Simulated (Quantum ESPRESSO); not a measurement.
# MgO (Fm-3m) in Quantum ESPRESSO: notebook, part 2 of 2

Quantum ESPRESSO 7.5. The steps go on from the part before.

## Step 3: Dielectric tensor, PBEsol

pw.in

```
&CONTROL
  calculation = 'scf'
  prefix = 'pwscf'
  outdir = './tmp'
  pseudo_dir = './pseudo'
  tprnfor = .true.
  tstress = .true.
  disk_io = 'low'
/
&SYSTEM
  ibrav = 0
  nat = 2
  ntyp = 2
  ecutwfc = 84
  nbnd = 14
  occupations = 'smearing'
  smearing = 'fd'
  degauss = 0.00367493
/
&ELECTRONS
  conv_thr = 4d-10
  electron_maxstep = 120
  mixing_beta = 0.5
/
ATOMIC_SPECIES
Mg    24.3050 Mg.upf
O     15.9990 O.upf
CELL_PARAMETERS angstrom
   0.0000000000    2.0970013927    2.0970013927
   2.0970013927    0.0000000000    2.0970013927
   2.0970013927    2.0970013927    0.0000000000
ATOMIC_POSITIONS angstrom
Mg     0.0000000000    0.0000000000    0.0000000000
O      2.0970013927    2.0970013927    2.0970013927
K_POINTS automatic
14 14 14 0 0 0
```

scf2.in

```
&CONTROL
  calculation = 'scf'
  prefix = 'pwscf'
  outdir = './tmp'
  pseudo_dir = './pseudo'
  tprnfor = .true.
  tstress = .true.
  disk_io = 'low'
/
&SYSTEM
  ibrav = 0
  nat = 2
  ntyp = 2
  ecutwfc = 84
  nbnd = 14
  occupations = 'fixed'
/
&ELECTRONS
  conv_thr = 1d-13
  electron_maxstep = 120
  mixing_beta = 0.5
  startingpot = 'file'
  startingwfc = 'file'
/
ATOMIC_SPECIES
Mg    24.3050 Mg.upf
O     15.9990 O.upf
CELL_PARAMETERS angstrom
   0.0000000000    2.0970013927    2.0970013927
   2.0970013927    0.0000000000    2.0970013927
   2.0970013927    2.0970013927    0.0000000000
ATOMIC_POSITIONS angstrom
Mg     0.0000000000    0.0000000000    0.0000000000
O      2.0970013927    2.0970013927    2.0970013927
K_POINTS automatic
14 14 14 0 0 0
```

ph.in

```
dielectric of MgO
&INPUTPH
  prefix = 'pwscf'
  outdir = './tmp'
  tr2_ph = 1d-18
  fildyn = 'dyn'
  niter_ph = 90
  alpha_mix(1) = 0.7
  epsil = .true.
  trans = .false.
  zeu = .true.
/
0.0000000000 0.0000000000 0.0000000000
```

Potentials or basis: PseudoDojo 0.4.1 SR PBEsol standard.

Run with:

```console
OMP_NUM_THREADS=1 pw.x -in pw.in > pw.out
OMP_NUM_THREADS=1 pw.x -in scf2.in > scf2.out
OMP_NUM_THREADS=1 ph.x -in ph.in > ph.out
```

pw.out:

```text
This program is part of the open-source Quantum ESPRESSO suite
     for quantum simulation of materials; please cite
[... 9 lines left out ...]
     --------------------
     sticks:   dense  smooth     PW     G-vecs:    dense   smooth      PW
     Sum         733     733    223                12939    12939    2229

     Using Slab Decomposition

     bravais-lattice index     =            0
     lattice parameter (alat)  =       5.6042  a.u.
     unit-cell volume          =     124.4580 (a.u.)^3
     number of atoms/cell      =            2
     number of atomic types    =            2
     number of electrons       =        16.00
     number of Kohn-Sham states=           14
     kinetic-energy cutoff     =      84.0000  Ry
     charge density cutoff     =     336.0000  Ry
     scf convergence threshold =      4.0E-10
     mixing beta               =       0.5000
     number of iterations used =            8  plain     mixing
     Exchange-correlation= PBESOL
                           (   1   4  10   8   0   0   0)

     celldm(1)=   5.604187  celldm(2)=   0.000000  celldm(3)=   0.000000
     celldm(4)=   0.000000  celldm(5)=   0.000000  celldm(6)=   0.000000

     crystal axes: (cart. coord. in units of alat)
               a(1) = (   0.000000   0.707107   0.707107 )
               a(2) = (   0.707107   0.000000   0.707107 )
               a(3) = (   0.707107   0.707107   0.000000 )

     reciprocal axes: (cart. coord. in units 2 pi/alat)
               b(1) = ( -0.707107  0.707107  0.707107 )
               b(2) = (  0.707107 -0.707107  0.707107 )
               b(3) = (  0.707107  0.707107 -0.707107 )

     PseudoPot. # 1 for Mg read from file:
     Mg.upf
     Pseudo is Norm-conserving, Zval = 10.0
     Generated using ONCVPSP code by D. R. Hamann
     Using radial grid of 1510 points,  4 beta functions with:
                l(1) =   0
                l(2) =   0
                l(3) =   1
                l(4) =   1

     PseudoPot. # 2 for O  read from file:
     O.upf
     Pseudo is Norm-conserving + core correction, Zval =  6.0
     Generated using ONCVPSP code by D. R. Hamann
     Using radial grid of  936 points,  5 beta functions with:
                l(1) =   0
                l(2) =   0
                l(3) =   1
                l(4) =   1
                l(5) =   2

     atomic species   valence    mass     pseudopotential
     Mg               10.00    24.30500     Mg( 1.00)
     O                 6.00    15.99900     O ( 1.00)

     48 Sym. Ops., with inversion, found

   Cartesian axes

     site n.     atom                  positions (alat units)
         1        Mg     tau(   1) = (   0.0000000   0.0000000   0.0000000  )
         2        O      tau(   2) = (   0.7071068   0.7071068   0.7071068  )

     number of k points=   104  Fermi-Dirac smearing, width (Ry)=  0.0037

     Number of k-points >= 100: set verbosity='high' to print them.

     Dense  grid:    12939 G-vectors     FFT dimensions: (  36,  36,  36)

     Initial potential from superposition of free atoms

     starting charge      15.9992, renormalised to      16.0000
     Starting wfcs are    9 randomized atomic wfcs +    5 random wfcs

     Self-consistent Calculation

     iteration #  1     ecut=    84.00 Ry     beta= 0.50
     Davidson diagonalization with overlap
     ethr =  1.00E-02,  avg # of iterations =  5.1

     total energy              =    -151.71901956 Ry
     estimated scf accuracy    <       0.35053654 Ry

     iteration #  2     ecut=    84.00 Ry     beta= 0.50
     Davidson diagonalization with overlap
     ethr =  2.19E-03,  avg # of iterations =  2.1

     total energy              =    -151.81476784 Ry
     estimated scf accuracy    <       0.05616851 Ry

     iteration #  3     ecut=    84.00 Ry     beta= 0.50
     Davidson diagonalization with overlap
     ethr =  3.51E-04,  avg # of iterations =  2.1

     total energy              =    -151.82388401 Ry
     estimated scf accuracy    <       0.00288288 Ry

     iteration #  4     ecut=    84.00 Ry     beta= 0.50
     Davidson diagonalization with overlap
     ethr =  1.80E-05,  avg # of iterations =  2.2

     total energy              =    -151.82404136 Ry
     estimated scf accuracy    <       0.00006054 Ry

     iteration #  5     ecut=    84.00 Ry     beta= 0.50
     Davidson diagonalization with overlap
     ethr =  3.78E-07,  avg # of iterations =  2.9

     total energy              =    -151.82405061 Ry
     estimated scf accuracy    <       0.00000211 Ry

     iteration #  6     ecut=    84.00 Ry     beta= 0.50
     Davidson diagonalization with overlap
     ethr =  1.32E-08,  avg # of iterations =  1.9

     total energy              =    -151.82405068 Ry
     estimated scf accuracy    <       0.00000030 Ry

     iteration #  7     ecut=    84.00 Ry     beta= 0.50
     Davidson diagonalization with overlap
     ethr =  1.88E-09,  avg # of iterations =  1.5

     total energy              =    -151.82405068 Ry
     estimated scf accuracy    <       0.00000002 Ry

     iteration #  8     ecut=    84.00 Ry     beta= 0.50
     Davidson diagonalization with overlap
     ethr =  1.52E-10,  avg # of iterations =  2.0

     total energy              =    -151.82405069 Ry
     estimated scf accuracy    <          1.3E-09 Ry

     iteration #  9     ecut=    84.00 Ry     beta= 0.50
     Davidson diagonalization with overlap
     ethr =  7.81E-12,  avg # of iterations =  2.0

     End of self-consistent calculation

     Number of k-points >= 100: set verbosity='high' to print the bands.

     the Fermi energy is    10.4562 ev

!    total energy              =    -151.82405069 Ry
     estimated scf accuracy    <          1.8E-11 Ry
     smearing contrib. (-TS)   =       0.00000000 Ry
     internal energy E=F+TS    =    -151.82405069 Ry

     The total energy is F=E-TS. E is the sum of the following terms:
     one-electron contribution =     -73.69342157 Ry
     hartree contribution      =      41.14589114 Ry
     xc contribution           =     -24.10175457 Ry
     ewald contribution        =     -95.17476569 Ry

     convergence has been achieved in   9 iterations

     Forces acting on atoms (cartesian axes, Ry/au):

     atom    1 type  1   force =     0.00000000    0.00000000    0.00000000
     atom    2 type  2   force =    -0.00000000   -0.00000000   -0.00000000

     Total force =     0.000000     Total SCF correction =     0.000000

     Computing stress (Cartesian axis) and pressure

          total   stress  (Ry/bohr**3)                   (kbar)     P=       22.55
   0.00015329  -0.00000000   0.00000000           22.55       -0.00        0.00
  -0.00000000   0.00015329   0.00000000           -0.00       22.55        0.00
   0.00000000   0.00000000   0.00015329            0.00        0.00       22.55

=------------------------------------------------------------------------------=
   JOB DONE.
=------------------------------------------------------------------------------=
```

scf2.out:

```text
This program is part of the open-source Quantum ESPRESSO suite
     for quantum simulation of materials; please cite
[... 9 lines left out ...]
     --------------------
     sticks:   dense  smooth     PW     G-vecs:    dense   smooth      PW
     Sum         733     733    223                12939    12939    2229
[... 127 lines left out ...]
   0.00015331  -0.00000000  -0.00000000           22.55       -0.00       -0.00
  -0.00000000   0.00015331  -0.00000000           -0.00       22.55       -0.00
  -0.00000000  -0.00000000   0.00015331           -0.00       -0.00       22.55

=------------------------------------------------------------------------------=
   JOB DONE.
=------------------------------------------------------------------------------=
```

Run time: 3.9 min. Hardware: 1 thread of Arm Neoverse V2, shared host; peak memory 0.07 GiB.

What came out:

```
Free energy                             : -2065.6714 eV
Pressure                                : 2.3 GPa
Band gap on the k mesh                  : 4.79 eV, direct
Electronic dielectric tensor (diagonal) : 3.22
Born charges (mean of the diagonal)     : Mg +1.98; O -1.98 e
```

Electronic dielectric tensor:
```
3.22 0.00 0.00
0.00 3.22 0.00
0.00 0.00 3.22
```

Born effective charge tensors (e):
atom 1, Mg
```
1.98 0.00 0.00
0.00 1.98 0.00
0.00 0.00 1.98
```
atom 2, O
```
-1.98  0.00  0.00
 0.00 -1.98  0.00
 0.00  0.00 -1.98
```

Caveat: on a mesh that holds Γ this program's dielectric tensor can be off by some percent beyond the error of the mesh.

## Step 4: Comparison with measurements

Step 2. A measured gap of MgO is 7.83 eV (quoted in “Electronic structure of alkaline earth and post-transition metal oxides”, 2009, arxiv:0908.1581); the calculated 4.79 eV misses it by -3.04 eV. The value is that of PBEsol on a finite k mesh, which can miss the band edges, without temperature or zero-point motion. Semilocal functionals fall short of measured gaps as a rule. The cell is a database's relaxed one, not the measured one, which moves gaps too. Against the measured high-frequency dielectric constant of MgO, 2.95 (295 K; “Infrared Optical Properties of Ferropericlase (Mg1-xFexO): Experiment and Theory”, 2007, arxiv:0704.2267), the calculated 3.22 is off by +9.0 %.

Step 3. A measured gap of MgO is 7.83 eV (quoted in “Electronic structure of alkaline earth and post-transition metal oxides”, 2009, arxiv:0908.1581); the calculated 4.79 eV misses it by -3.04 eV. The value is that of PBEsol on a finite k mesh, which can miss the band edges, without temperature or zero-point motion. Semilocal functionals fall short of measured gaps as a rule. The cell is a database's relaxed one, not the measured one, which moves gaps too. Measured high-frequency dielectric constant of MgO: 2.95 (295 K; “Infrared Optical Properties of Ferropericlase (Mg1-xFexO): Experiment and Theory”, 2007, arxiv:0704.2267). This calculation gives 3.22 (+9.0 %).
